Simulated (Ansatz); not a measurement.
# GaSb: energy over volume and cell shape

How does the energy of GaSb (Immm, No. 71; 2 atoms in the cell) change over two coordinates at once? A grid of runs gives the map.

Computed with Ansatz 0.2.0 (DFT PBE, scalar-relativistic, plane waves, PAW, unless a step's input says otherwise).

20 further runs of the same task are left out: 20 set aside as unsound or not needed. Runs told in other sessions of the task aren't counted.

### Step 1. The system as given

The structure is orthorhombic, space group Immm (No. 71). Conventional cell: a = 3.212 Å, b = 5.190 Å, c = 5.766 Å, α = 90.00°, β = 90.00°, γ = 90.00°. Ga (site symmetry mmm) has 6 Sb at 2.88 to 3.05 Å and 2 Ga at 3.21 Å in its first shell of neighbours. Around Sb (site symmetry mmm) lie 6 Ga at 2.88 to 3.05 Å and 2 Sb at 3.21 Å.

Structure file:

```cif
data_structure
_symmetry_space_group_name_H-M 'Immm'
_symmetry_Int_Tables_number 71
_cell_length_a 3.2116
_cell_length_b 5.1895
_cell_length_c 5.7659
_cell_angle_alpha 90.000
_cell_angle_beta 90.000
_cell_angle_gamma 90.000
_cell_volume 96.10
loop_
_atom_site_label
_atom_site_type_symbol
_atom_site_symmetry_multiplicity
_atom_site_Wyckoff_symbol
_atom_site_fract_x
_atom_site_fract_y
_atom_site_fract_z
_atom_site_occupancy
Ga1 Ga 2 a 0.00000 0.00000 0.00000 1
Sb1 Sb 2 c 0.00000 0.00000 0.50000 1
```

It goes back to an entry of the Materials Project, which need not be the stable form.

This cell was relaxed beforehand with the same method: volume 24.02 Å³/atom, gap on the mesh none (metal).

### Step 3. The grid

The energy is mapped over volume and the cell's shape.

The axes are (1) volume per atom: 7 values from 20.18 to 27.87 Å³; (2) stretch along a over the lengths across it, relative to the relaxed cell: 7 values from 0.923 to 1.083.

Nothing else is relaxed (symmetry fixes all fractional coordinates). Energies count from the relaxed crystal. Points are written as (first, second).

(The set-up runs are not shown.)

### Step 4. Point (25.31 Å³, 1.083)

Contents of input.yaml:

```yaml
crystal:
  lattice:
    - [-1.7235919997, 2.5704572565, 2.8559371907]
    - [1.7235919997, -2.5704572565, 2.8559371907]
    - [1.7235919997, 2.5704572565, -2.8559371907]
  atoms:
    - { symbol: Ga, position: [0.0, 0.0, 0.0] }
    - { symbol: Sb, position: [0.5, 0.5, 0.0] }
basis:
  ecutwfc: 420
kpoints:
  mp_grid: { grid: [18, 18, 18] }
hamiltonian:
  xc: pbe
  pseudopotentials: { kind: paw, azcp: { folder: soft_1 } }
scf:
  occupations: { method: gaussian, width: 0.15 }
output:
  forces: true
  stress: true
  eigenvalues: true
```

The run is started by

```
ansatz run input.yaml --threads 2 --pin off --max-ram 4096MiB --backend cpu --events-out ev --progress --plain --runs-dir out
```

The session goes on with these runs: the other points that were computed.

Before running it: what results should come out? Wanted: lowest point; highest computed point; pressure.

As calculated:

| quantity | value |
| --- | --- |
| lowest point | (24.02 Å³, 1.000), 0 meV/atom |
| highest computed point | (20.18 Å³, 0.923), 169 meV/atom above the lowest |
| pressure (GPa) | −5.4 at (27.87 Å³, 1.000) to 14.5 at (20.18 Å³, 0.923); 0.0 at the lowest point |
| time for all points | 18 min on 2 threads, shared host |

The lowest computed point is at (24.02 Å³, 1.000), which is the relaxed crystal itself. No other kind of well shows on this grid. The highest computed point, (20.18 Å³, 0.923), lies 169 meV/atom above the lowest. Round the minimum the two coordinates are nearly uncoupled. The runs treat Sb without spin-orbit coupling.
